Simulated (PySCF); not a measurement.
Shieldings and the share of exact exchange

Molecule: Pyrrolidine (eq and ax) (SMILES C1CCNC1).

Molfile (atoms numbered from 1):
```
C4H9N
     RDKit          3D

 14 14  0  0  0  0  0  0  0  0999 V2000
   -0.0855   -1.1805   -0.0215 C   0  0  0  0  0  0  0  0  0  0  0  0
    1.1434   -0.2580    0.1256 C   0  0  0  0  0  0  0  0  0  0  0  0
    0.5323    1.1506    0.2722 C   0  0  0  0  0  0  0  0  0  0  0  0
   -0.7675    1.1114   -0.3759 N   0  0  0  0  0  0  0  0  0  0  0  0
   -1.2866   -0.2055   -0.0415 C   0  0  0  0  0  0  0  0  0  0  0  0
   -0.0328   -1.7631   -0.9542 H   0  0  0  0  0  0  0  0  0  0  0  0
   -0.1656   -1.9077    0.8009 H   0  0  0  0  0  0  0  0  0  0  0  0
    1.7771   -0.3069   -0.7741 H   0  0  0  0  0  0  0  0  0  0  0  0
    1.7824   -0.5308    0.9791 H   0  0  0  0  0  0  0  0  0  0  0  0
    0.3849    1.3871    1.3413 H   0  0  0  0  0  0  0  0  0  0  0  0
    1.1611    1.9498   -0.1478 H   0  0  0  0  0  0  0  0  0  0  0  0
   -0.6351    1.1693   -1.3847 H   0  0  0  0  0  0  0  0  0  0  0  0
   -2.0837   -0.5025   -0.7388 H   0  0  0  0  0  0  0  0  0  0  0  0
   -1.7440   -0.1572    0.9625 H   0  0  0  0  0  0  0  0  0  0  0  0
  1  2  1  0
  2  3  1  0
  3  4  1  0
  4  5  1  0
  5  1  1  0
  1  6  1  0
  1  7  1  0
  2  8  1  0
  2  9  1  0
  3 10  1  0
  3 11  1  0
  4 12  1  0
  5 13  1  0
  5 14  1  0
M  END
```

GIAO shieldings (ppm, equivalent atoms averaged) in PySCF 2.14.0 with density-fitted response routines on the PBE0-D3(BJ)/def2-SVP geometry, basis pcSseg-1, gas phase, non-relativistic:

| functional | exact exchange (%) | σ(C3/C5) | σ(N4) |
| --- | --- | --- | --- |
| BLYP | 0 | 120.7 | 188.0 |
| BP86 | 0 | 126.4 | 194.5 |
| PBE | 0 | 126.7 | 193.9 |
| PBE0 | 25 | 133.5 | 203.1 |
| mPW1PW91 | 25 | 132.6 | 202.2 |
| BHandHLYP | 50 | 134.4 | 206.0 |
| HF | 100 | 146.0 | 220.7 |

Question: Fit each shielding as a line in the percentage of exact exchange.

Answer: σ(C3/C5) = 125.5 + 0.21 x (rms 2.4 ppm); σ(N4) = 193.2 + 0.28 x (rms 2.5 ppm). The functionals also differ in their semilocal parts, which the line can't hold; Hartree–Fock has no correlation at all.

Question: What does the line predict for B3LYP (20 %), and what does the run give?

Answer: σ(C3/C5): 129.7 predicted, 126.8 computed; σ(N4): 198.8 predicted, 196.1 computed ppm.
